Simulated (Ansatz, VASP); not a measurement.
**One calculation of Cd, two programs**

POSCAR

```
Cd
1.0
    3.0050804100      0.0000000000      0.0000000000
   -1.5025402050      2.6024759754      0.0000000000
    0.0000000000      0.0000000000      2.8078720081
Cd
1
Direct
    0.0000000000      0.0000000000      0.0000000000
```

File INCAR.step1:

```
ALGO     = Normal         # electronic algorithm
EDIFF    = 1E-4           # SCF threshold, eV
ENCUT    = 520            # plane-wave cutoff, eV
GGA      = PE             # functional
ISMEAR   = 0              # smearing method
LASPH    = True           # aspherical terms in the spheres
LCHARG   = False          # write CHGCAR
LREAL    = False          # projectors in reciprocal space
LWAVE    = True           # write WAVECAR
NBANDS   = 12             # bands
NELM     = 100            # most SCF steps
PREC     = Accurate       # precision mode
SIGMA    = 0.1            # smearing width, eV
```

INCAR.step2

```
ALGO     = Normal         # electronic algorithm
EDIFF    = 1E-7           # SCF threshold, eV
ENCUT    = 520            # plane-wave cutoff, eV
ISIF     = 2              # what is computed and relaxed
ISMEAR   = 0              # smearing method
ISTART   = 1            
LASPH    = True           # aspherical terms in the spheres
LCHARG   = True           # write CHGCAR
LELF     = True           # ELF
LMIXTAU  = True         
LREAL    = False          # projectors in reciprocal space
LVHAR    = True         
LWAVE    = False          # write WAVECAR
METAGGA  = R2SCAN         # meta-GGA
NBANDS   = 12             # bands
NELM     = 100            # most SCF steps
PREC     = Accurate       # precision mode
SIGMA    = 0.1            # smearing width, eV
```

KPOINTS

```
k-points
0
Gamma
  9 9 6
```

Input for Ansatz:

```yaml
crystal:
  lattice:
    - [3.00508041, 0.0, 0.0]
    - [-1.502540205, 2.6024759754, 0.0]
    - [0.0, 0.0, 2.8078720081]
  atoms:
    - { symbol: Cd, position: [0.0, 0.0, 0.0] }
basis:
  ecutwfc: 500
kpoints:
  mp_grid: { grid: [9, 9, 6] }
hamiltonian:
  xc: r2scan
scf:
  occupations: { method: gaussian, width: 0.1 }
  lower_state_search: "off"
output:
  forces: true
  stress: true
  eigenvalues: true
```

Alike in both runs: task single point; functional r2SCAN; k mesh 9 × 9 × 6; occupations gaussian, width 0.1 eV; no spin polarisation.

```csv
,VASP,Ansatz
version,VASP 6.6.1,Ansatz 0.2.0
potentials or method,"VASP PAW PBE potentials, release 64 (Cd)","scalar-relativistic, plane waves, PAW"
plane-wave cutoff (eV),520,500
valence electrons in the cell,12,20
```

|  | VASP | Ansatz | Ansatz less VASP |
| --- | --- | --- | --- |
| gap on the k mesh at the Fermi level (eV) | none | none | - |
| pressure (GPa) | 5.8 | 5.3 | -0.43 |
| largest component of the traceless stress (GPa) | 5.45 | 5.31 | -0.140 |

A gap of «none» marks a metal or a gap that the smearing closes. The two sets of potentials don't hold the same shells in valence.

Caveats: the k mesh is coarse (spacing up to 0.37 Å⁻¹), so the values aren't converged; the PAW data sets were made with another functional, which shifts forces and pressure a little (VASP).
